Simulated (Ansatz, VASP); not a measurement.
# Two plane-wave programs on InP

```
In P
1.0
     0.00000    2.77052    2.77052
     2.77052    0.00000    2.77052
     2.77052    2.77052    0.00000
In P
1 1
Direct
  0.00000 0.00000 0.00000
  0.50000 0.50000 0.50000
```

Alike in both runs: functional PBE; k mesh 13 × 13 × 13; occupations fermi-dirac, width 0.1 eV; no spin polarisation.

Ansatz relaxed the structure, and its values are those at the end. VASP's run is a single point on that final structure, the one shown.

```csv
,VASP,Ansatz
version,VASP 6.6.1,Ansatz 0.2.0
potentials or method,"VASP PAW PBE potentials, release 64 (In_d, P)","PAW with Ansatz's default frozen-core files, scalar-relativistic"
plane-wave cutoff (eV),520,420
valence electrons in the cell,18,18
```

|  | VASP | Ansatz | Ansatz less VASP |
| --- | --- | --- | --- |
| pressure (GPa) | 0.0 | 0.0 | +0.03 |

With one functional, cell and mesh, what is left measures potentials, basis and numerics.
